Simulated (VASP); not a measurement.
# Hf (P6_3/mmc) in VASP: notebook

The runs below take Hf through single point, equation of state, with PBE, PBEsol.

All numbers are computed with VASP 6.6.1; they aren't measurements. Logs are shortened: lines on timing, memory, paths and dates and some standing lists are left out, and cuts for length are marked.

**1. The crystal as given**

Symmetry: P6_3/mmc, No. 194, hexagonal system. Conventional cell: a = 3.197 Å, b = 3.197 Å, c = 5.058 Å, α = 90.00°, β = 90.00°, γ = 120.00°. Hf (site symmetry -6m2) has 12 Hf at 3.13 to 3.20 Å as nearest neighbours.

**2. Single point, PBE**

File INCAR:

```
PREC     = Accurate       # precision mode
ENCUT    = 520            # plane-wave cutoff, eV
EDIFF    = 1E-7           # SCF threshold, eV
ISMEAR   = -1             # smearing method
SIGMA    = 0.05           # smearing width, eV
LREAL    = False          # projectors in reciprocal space
LASPH    = True           # aspherical terms in the spheres
NELM     = 60             # most SCF steps
ALGO     = Normal         # electronic algorithm
ISIF     = 2              # what is computed and relaxed
LWAVE    = False          # write WAVECAR
LCHARG   = False          # write CHGCAR
GGA      = PE             # functional
NBANDS   = 17             # bands
```

File KPOINTS:

```
Automatic mesh
0
Gamma
  10 10 5
```

File POSCAR:

```
Hf
1.0
    3.1967000000      0.0000000000      0.0000000000
   -1.5983500000      2.7684234083      0.0000000000
    0.0000000000      0.0000000000      5.0578000000
Hf
2
Direct
    0.6666666667      0.3333333333      0.7500000000
    0.3333333333      0.6666666667      0.2500000000
```

Potentials or basis: VASP PAW PBE potentials, release 64 (Hf_pv).

The run is started by

```
cat potpaw_PBE.64/Hf_pv/POTCAR > POTCAR
mpirun -np 1 vasp_std > vasp.out
```

OUTCAR:

```text
PREC = Accurate
   ENCUT = 520
   EDIFF = 1E-7
   ISMEAR = -1
   LREAL = False
   LASPH = True
   NELM = 60
   ISIF = 2
   GGA = PE

 ion  position               nearest neighbor table
   1  0.667  0.333  0.750-   2 3.13   2 3.13   2 3.13   2 3.13   2 3.13   2 3.13
   2  0.333  0.667  0.250-   1 3.13   1 3.13   1 3.13   1 3.13   1 3.13   1 3.13

  LATTYP: Found a hexagonal cell.
 ALAT       =     3.1967000000
 C/A-ratio  =     1.5821941377

  Lattice vectors:

 A1 = (   3.1967000000,   0.0000000000,   0.0000000000)
 A2 = (  -1.5983500000,   2.7684234083,   0.0000000000)
 A3 = (   0.0000000000,   0.0000000000,   5.0578000000)

Analysis of symmetry for initial positions (statically):
=====================================================================
 Subroutine PRICEL returns:
 Original cell was already a primitive cell.

 Routine SETGRP: Setting up the symmetry group for a
 hexagonal supercell.

 Subroutine GETGRP returns: Found 24 space group operations
 (whereof 12 operations were pure point group operations)
 out of a pool of 24 trial point group operations.

The static configuration has the point symmetry D_3d.
 The point group associated with its full space group is D_6h.

Analysis of symmetry for dynamics (positions and initial velocities):
=====================================================================
 Subroutine PRICEL returns:
 Original cell was already a primitive cell.

 Routine SETGRP: Setting up the symmetry group for a
 hexagonal supercell.

 Subroutine GETGRP returns: Found 24 space group operations
 (whereof 12 operations were pure point group operations)
 out of a pool of 24 trial point group operations.

The dynamic configuration has the point symmetry D_3d.
 The point group associated with its full space group is D_6h.

 Subroutine INISYM returns: Found 24 space group operations
 (whereof 12 operations are pure point group operations),
 and found     1 'primitive' translations

----------------------------------------------------------------------------------------

                                     Primitive cell

  volume of cell :      44.7606

  direct lattice vectors                    reciprocal lattice vectors
     3.196700000  0.000000000  0.000000000     0.312822598  0.180608211  0.000000000
    -1.598350000  2.768423408  0.000000000     0.000000000  0.361216423  0.000000000
     0.000000000  0.000000000  5.057800000     0.000000000  0.000000000  0.197714421

  length of vectors
     3.196700000  3.196700000  5.057800000     0.361216423  0.361216423  0.197714421

  position of ions in fractional coordinates (direct lattice)
     0.666666667  0.333333333  0.750000000
     0.333333333  0.666666667  0.250000000

  ion indices of the primitive-cell ions
   primitive index   ion index
                 1           1
                 2           2

----------------------------------------------------------------------------------------

 KPOINTS: Automatic mesh

Automatic generation of k-mesh.
 Grid dimensions read from file:
 generate k-points for:   10   10    5

 Generating k-lattice:

  Cartesian coordinates                     Fractional coordinates (reciprocal lattice)
     0.031282260  0.018060821  0.000000000     0.100000000 -0.000000000  0.000000000
     0.000000000  0.036121642  0.000000000     0.000000000  0.100000000  0.000000000
     0.000000000  0.000000000  0.039542884     0.000000000  0.000000000  0.200000000

  Length of vectors
     0.036121642  0.036121642  0.039542884

  Shift w.r.t. Gamma in fractional coordinates (k-lattice)
     0.000000000  0.000000000  0.000000000

 Subroutine IBZKPT returns following result:
 ===========================================

 Found     42 irreducible k-points:

 Following reciprocal coordinates:
            Coordinates               Weight
  0.000000  0.000000  0.000000      1.000000
  0.100000  0.000000  0.000000      6.000000
  0.200000  0.000000  0.000000      6.000000
  0.300000  0.000000  0.000000      6.000000
  0.400000  0.000000  0.000000      6.000000
  0.500000  0.000000  0.000000      3.000000
[... 34 lines left out ...]
  0.400000  0.200000  0.400000     12.000000
  0.300000  0.300000  0.400000     12.000000
   k-points           NKPTS =     42   k-points in BZ     NKDIM =     42   number of bands    NBANDS=     17
   number of dos      NEDOS =    301   number of ions     NIONS =      2
   total plane-waves  NPLWV =  23040
   dimension x,y,z NGX =    24 NGY =   24 NGZ =   40
   dimension x,y,z NGXF=    48 NGYF=   48 NGZF=   80
   ions per type =               2
   NGX,Y,Z   is equivalent  to a cutoff of  12.48, 12.48, 13.15 a.u.
   NGXF,Y,Z  is equivalent  to a cutoff of  24.96, 24.96, 26.30 a.u.
 SYSTEM =  unknown system
   PREC   = accura    normal or accurate (medium, high low for compatibility)
   ISTART =      0    job   : 0-new  1-cont  2-samecut
   ICHARG =      2    charge: 1-file 2-atom 10-const
   ISPIN  =      1    spin polarized calculation?
   LNONCOLLINEAR =      F non collinear calculations
   LSORBIT =      F    spin-orbit coupling
   LASPH  =      T    aspherical Exc in radial PAW
   ENCUT  =  520.0 eV  38.22 Ry    6.18 a.u.   5.94  5.94  9.40*2*pi/ulx,y,z
   NELM   =     60;   NELMIN=  2; NELMDL= -5     # of ELM steps
   EDIFF  = 0.1E-06   stopping-criterion for ELM
   LREAL  =      F    real-space projection
   EDIFFG = 0.1E-05   stopping-criterion for IOM
   NSW    =      0    number of steps for IOM
   IBRION =     -1    ionic relax: 0-MD 1-quasi-New 2-CG
   NFREE  =      0    steps in history (QN), initial steepest desc. (CG)
   ISIF   =      2    stress and relaxation
   ISYM   =      2    0-nonsym 1-usesym 2-fastsym
   POTIM  = 0.5000    time-step for ionic-motion
   TEBEG  =    0.0;   TEEND  =   0.0 temperature during run
   PSTRESS=    0.0 pullay stress
   NELECT =      20.0000    total number of electrons
   NUPDOWN=      -1.0000    fix difference up-down
   EMIN   =  10.00;   EMAX   =-10.00  energy-range for DOS
   EFERMI =   0.00;   METHOD = LEGACY
   ISMEAR =    -1;   SIGMA  =   0.05  broadening in eV -4-tet -1-fermi 0-gaus
   EFERMI_NEDOS =   21; number of points for ismear=-14 and -15
   IALGO  =     38    algorithm
   IMIX   =      4    mixing-type and parameters
     AMIX     =   0.40;   BMIX     =  1.00
     AMIX_MAG =   1.60;   BMIX_MAG =  1.00
  volume/ion in A,a.u.               =      22.38       151.03
  Fermi-wavevector in a.u.,A,eV,Ry     =   1.251563  2.365112 21.312311  1.566411
  Thomas-Fermi vector in A             =   2.385505
   LORBIT       =      0    0 simple, 1 ext, 2 COOP (PROOUT), +10 PAW based schemes
   GGA     = PE    functional components
   LHFCALC =     F    Hartree Fock is set to
   AEXX    =    0.0000 exact exchange contribution
   IVDW    =     0    specifies the selected vdW correction
   LEPSILON=     F    determine dielectric tensor
   LRPA    =     F    only Hartree local field effects (RPA)
 non-spin polarized calculation
  energy-cutoff  :      520.00
  volume of cell :       44.76
 maximum number of plane-waves:      1220
 NGX is ok and might be reduce to    24
   NGX = 11   NGY = 11   NGZ = 19

 number of electron      20.0000004 magnetization

 Free energy of the ion-electron system (eV)
  ---------------------------------------------------
  ext. energy  EPLUGINS =         0.00000000
  ---------------------------------------------------
  free energy    TOTEN  =       -19.85507015 eV

  energy without entropy =      -19.84410881  energy(sigma->0) =      -19.84958948

 E-fermi :   4.9051     XC(G=0): -11.2811

 val. band max:        4.8948425696   @ k =   0.1000   0.1000   0.4000
 cond. band min:       4.9113000372   @ k =   0.1000   0.1000   0.2000
 fundamental gap:      0.0164574675
 Fermi energy:         4.9051338854

 k-point     1 :       0.0000    0.0000    0.0000
  band No.  band energies     occupation
      1     -26.1585      2.00000
      2     -25.4134      2.00000
      3     -25.4134      2.00000
      4     -25.2928      2.00000
      5     -25.2858      2.00000
      6     -25.2858      2.00000
[... 9 lines left out ...]
     16       7.5540      0.00000
     17      10.2488      0.00000

 k-point     2 :       0.1000    0.0000    0.0000
  band No.  band energies     occupation
      1     -26.1328      2.00000
      2     -25.4677      2.00000
      3     -25.4316      2.00000
      4     -25.3430      2.00000
      5     -25.3046      2.00000
      6     -25.2931      2.00000
[... 9 lines left out ...]
     16       7.2797      0.00000
     17      10.4686      0.00000

 k-point     3 :       0.2000    0.0000    0.0000
  band No.  band energies     occupation
      1     -26.0608      2.00000
      2     -25.6102      2.00000
      3     -25.4875      2.00000
      4     -25.4772      2.00000
      5     -25.3405      2.00000
      6     -25.3141      2.00000
[... 9 lines left out ...]
     16       7.9641      0.00000
     17      10.8687      0.00000

 k-point     4 :       0.3000    0.0000    0.0000
  band No.  band energies     occupation
      1     -25.9572      2.00000
      2     -25.7862      2.00000
      3     -25.6566      2.00000
      4     -25.5309      2.00000
      5     -25.3991      2.00000
      6     -25.3420      2.00000
[... 9 lines left out ...]
     16       9.1304      0.00000
     17      11.1749      0.00000
[... 663 lines left out ...]
      1     -26.0432      2.00000
      2     -25.9920      2.00000
      3     -25.6007      2.00000
      4     -25.5284      2.00000
      5     -25.4879      2.00000
      6     -25.4275      2.00000
[... 9 lines left out ...]
     16      10.9385      0.00000
     17      11.3725      0.00000

 k-point    39 :       0.2000    0.2000    0.4000
  band No.  band energies     occupation
      1     -25.9491      2.00000
      2     -25.8861      2.00000
      3     -25.5785      2.00000
      4     -25.5652      2.00000
      5     -25.4600      2.00000
      6     -25.4089      2.00000
[... 9 lines left out ...]
     16      10.1404      0.00000
     17      10.8432      0.00000

 k-point    40 :       0.3000    0.2000    0.4000
  band No.  band energies     occupation
      1     -25.9863      2.00000
      2     -25.9492      2.00000
      3     -25.6611      2.00000
      4     -25.6016      2.00000
      5     -25.4712      2.00000
      6     -25.4173      2.00000
[... 9 lines left out ...]
     16      11.1319      0.00000
     17      11.6571      0.00000

 [... further k-points ...]

------------------------ aborting loop because EDIFF is reached ----------------------------------------

  FORCE on cell =-STRESS in cart. coord.  units (eV):
  Direction    XX          YY          ZZ          XY          YZ          ZX
  --------------------------------------------------------------------------------------
  -------------------------------------------------------------------------------------
  Total        0.0843153      0.0843153     -0.0392482     -0.0000000      0.0000000      0.0000000
  in kB        3.0180114      3.0180114     -1.4048653     -0.0000000      0.0000000      0.0000000
  external PRESSURE =       1.5437192 kB  Pullay stress =       0.0000000 kB

 VOLUME and BASIS-vectors are now :
 -----------------------------------------------------------------------------
  energy-cutoff  :      520.00
  volume of cell :       44.76
      direct lattice vectors                 reciprocal lattice vectors
     3.196700000  0.000000000  0.000000000     0.312822598  0.180608211  0.000000000
    -1.598350000  2.768423408  0.000000000     0.000000000  0.361216423  0.000000000
     0.000000000  0.000000000  5.057800000     0.000000000  0.000000000  0.197714421

 POSITION                                       TOTAL-FORCE (eV/Angst)
 -----------------------------------------------------------------------------------
      1.59835      0.92281      3.79335         0.000000      0.000000      0.000000
     -0.00000      1.84562      1.26445        -0.000000     -0.000000      0.000000
 -----------------------------------------------------------------------------------
    total drift:                               -0.000000      0.000000     -0.000000

  FREE ENERGIE OF THE ION-ELECTRON SYSTEM (eV)
  ---------------------------------------------------
  free  energy   TOTEN  =       -19.8550701499 eV

  energy  without entropy=      -19.8441088126  energy(sigma->0) =      -19.84958948
```

It took 19 s on 1 thread of Intel Xeon Platinum 8488C (Sapphire Rapids), shared host; peak memory 0.16 GiB.

What came out:

```
Free energy            : -19.8551 eV
Pressure               : 0.2 GPa
Band gap on the k mesh : none (metal or under the smearing width)
```

**3. Single point, PBE (atoms moved at random, drawn with an rms of 0.05 Å)**

File INCAR:

```
ALGO = Normal
EDIFF = 1E-7
ENCUT = 520
GGA = PE
ISIF = 2
ISMEAR = -1
LASPH = T
LCHARG = T
LELF = T
LREAL = F
LVHAR = T
LWAVE = F
NBANDS = 17
NELM = 100
PREC = Accurate
SIGMA = 0.05
```

File KPOINTS:

```
k-points
0
Gamma
  10 10 5
```

File POSCAR:

```
Hf
1.0
    3.1967000000      0.0000000000      0.0000000000
   -1.5983500000      2.7684234083      0.0000000000
    0.0000000000      0.0000000000      5.0578000000
Hf
2
Direct
    0.6707990000      0.3463000000      0.7545060000
    0.3256540000      0.6728700000      0.2466750000
```

Potentials or basis: VASP PAW PBE potentials, release 64 (Hf_pv).

The run is started by

```
cat potpaw_PBE.64/Hf_pv/POTCAR > POTCAR
mpirun -np 1 vasp_std > vasp.out
```

OUTCAR:

```text
EDIFF = 1E-7
   ENCUT = 520
   GGA = PE
   ISIF = 2
   ISMEAR = -1
   LASPH = T
   LREAL = F
   NELM = 100
   PREC = Accurate

 ion  position               nearest neighbor table
   1  0.671  0.346  0.755-   2 3.08   2 3.11   2 3.11   2 3.14   2 3.17   2 3.17
   2  0.326  0.673  0.247-   1 3.08   1 3.11   1 3.11   1 3.14   1 3.17   1 3.17

  LATTYP: Found a hexagonal cell.
 ALAT       =     3.1967000000
 C/A-ratio  =     1.5821941377

[... 1013 lines left out ...]
     17      10.8642      0.00000

 [... further k-points ...]

------------------------ aborting loop because EDIFF is reached ----------------------------------------

  FORCE on cell =-STRESS in cart. coord.  units (eV):
  Direction    XX          YY          ZZ          XY          YZ          ZX
  --------------------------------------------------------------------------------------
  -------------------------------------------------------------------------------------
  Total        0.1366663      0.0415125      0.0052435      0.0690758      0.0097374      0.0142860
  in kB        4.8918815      1.4859118      0.1876888      2.4725231      0.3485457      0.5113572
  external PRESSURE =       2.1884940 kB  Pullay stress =       0.0000000 kB

 VOLUME and BASIS-vectors are now :
 -----------------------------------------------------------------------------
  energy-cutoff  :      520.00
  volume of cell :       44.76
      direct lattice vectors                 reciprocal lattice vectors
     3.196700000  0.000000000  0.000000000     0.312822598  0.180608211  0.000000000
    -1.598350000  2.768423408  0.000000000     0.000000000  0.361216423  0.000000000
     0.000000000  0.000000000  5.057800000     0.000000000  0.000000000  0.197714421

 POSITION                                       TOTAL-FORCE (eV/Angst)
 -----------------------------------------------------------------------------------
      1.59083      0.95871      3.81614        -0.063276     -0.043574     -0.140696
     -0.03446      1.86279      1.24763         0.063276      0.043574      0.140696
 -----------------------------------------------------------------------------------
    total drift:                               -0.000001     -0.000001      0.000001

  FREE ENERGIE OF THE ION-ELECTRON SYSTEM (eV)
  ---------------------------------------------------
  free  energy   TOTEN  =       -19.8510782619 eV

  energy  without entropy=      -19.8399324933  energy(sigma->0) =      -19.84550538
```

OSZICAR:

```text
N       E                     dE             d eps       ncg     rms          rms(c)
DAV:   1     0.511042571527E+02    0.51104E+02   -0.11383E+04  8584   0.112E+03
DAV:   2    -0.186783053178E+02   -0.69783E+02   -0.68063E+02 11182   0.251E+02
DAV:   3    -0.205492523000E+02   -0.18709E+01   -0.18551E+01 11141   0.273E+01
DAV:   4    -0.205652714225E+02   -0.16019E-01   -0.16006E-01 10937   0.297E+00
DAV:   5    -0.205654324359E+02   -0.16101E-03   -0.16098E-03 11205   0.267E-01    0.649E+01
DAV:   6    -0.200416903495E+02    0.52374E+00   -0.49990E-01 10295   0.455E+00    0.383E+01
DAV:   7    -0.198606692726E+02    0.18102E+00   -0.81799E-01 10683   0.558E+00    0.194E+00
DAV:   8    -0.198510594690E+02    0.96098E-02   -0.40711E-02 10244   0.134E+00    0.281E-01
DAV:   9    -0.198510859720E+02   -0.26503E-04   -0.19815E-03 11660   0.302E-01    0.198E-01
DAV:  10    -0.198510737614E+02    0.12211E-04   -0.61465E-05 10088   0.522E-02    0.149E-01
DAV:  11    -0.198510779387E+02   -0.41773E-05   -0.42566E-06 11858   0.157E-02    0.193E-02
DAV:  12    -0.198510783957E+02   -0.45694E-06   -0.70704E-07 10060   0.540E-03    0.897E-03
DAV:  13    -0.198510782845E+02    0.11114E-06   -0.32893E-08  6299   0.134E-03    0.177E-03
DAV:  14    -0.198510782619E+02    0.22672E-07   -0.55716E-09  5511   0.547E-04
   1 F= -.19851078E+02 E0= -.19845505E+02  d E =-.111458E-01
```

Wall time 2.4 min (1 thread of Intel Xeon Platinum 8488C (Sapphire Rapids), shared host); peak memory 0.28 GiB.

Results:

```yaml
Free_energy: -19.8511 eV
Pressure: 0.2 GPa
Largest_force: 0.160 eV/Å
Band_gap_on_the_k_mesh: none (metal or under the smearing width)
```

Forces on the atoms (eV/Å):
```
Hf  -0.063 -0.044 -0.141
Hf   0.063  0.044  0.141
```

Spin-orbit coupling is left out, which matters for the levels of Hf.

**4. Equation of state, PBE, 21.04 Å³/atom (volume scaled by 0.94)**

File INCAR:

```
PREC = Accurate ; ENCUT = 520
EDIFF = 1E-7 ; ISMEAR = -1
SIGMA = 0.05 ; LREAL = False
LASPH = True ; NELM = 60
ALGO = Normal ; ISIF = 2
LWAVE = False ; LCHARG = False
GGA = PE ; NBANDS = 17
```

File KPOINTS:

```
Automatic mesh
0
Gamma
  10 10 5
```

File POSCAR:

```
Hf
1.0
    3.1314429137      0.0000000000      0.0000000000
   -1.5657214569      2.7119091138      0.0000000000
    0.0000000000      0.0000000000      4.9545506207
Hf
2
Direct
    0.6666666667      0.3333333333      0.7500000000
    0.3333333333      0.6666666667      0.2500000000
```

The run is started by

```
cat potpaw_PBE.64/Hf_pv/POTCAR > POTCAR
mpirun -np 1 vasp_std > vasp.out
```

Wall time 22 s (1 thread of Intel Xeon Platinum 8488C (Sapphire Rapids), shared host); peak memory 0.17 GiB.

Results (log left out):

| Quantity | Value |
| --- | --- |
| Free energy | -19.7922 eV |
| Pressure | 7.6 GPa |
| Band gap on the k mesh | none (metal or under the smearing width) |

**5. Equation of state, PBE, 21.49 Å³/atom (volume scaled by 0.96)**

File INCAR:

```
SYSTEM = Hf
ALGO = Normal
EDIFF = 1E-7
ENCUT = 520
GGA = PE
ISIF = 2
ISMEAR = -1
LASPH = .TRUE.
LCHARG = .FALSE.
LREAL = .FALSE.
LWAVE = .FALSE.
NBANDS = 17
NELM = 80
PREC = Accurate
SIGMA = 0.05
```

File KPOINTS:

```
k-points
0
G
  10 10 5
  0 0 0
```

File POSCAR:

```
Hf
1.0
    3.1534960552      0.0000000000      0.0000000000
   -1.5767480276      2.7310076946      0.0000000000
    0.0000000000      0.0000000000      4.9894429718
Hf
2
Direct
    0.6666666667      0.3333333333      0.7500000000
    0.3333333333      0.6666666667      0.2500000000
```

The run is started by

```
cat potpaw_PBE.64/Hf_pv/POTCAR > POTCAR
mpirun -np 1 vasp_std > vasp.out
```

It took 19 s on 1 thread of Intel Xeon Platinum 8488C (Sapphire Rapids), shared host; peak memory 0.16 GiB.

The run converged. Its results:

```
Free energy            : -19.8273 eV
Pressure               : 4.9 GPa
Band gap on the k mesh : none (metal or under the smearing width)
```

[end of part 1 of 2]
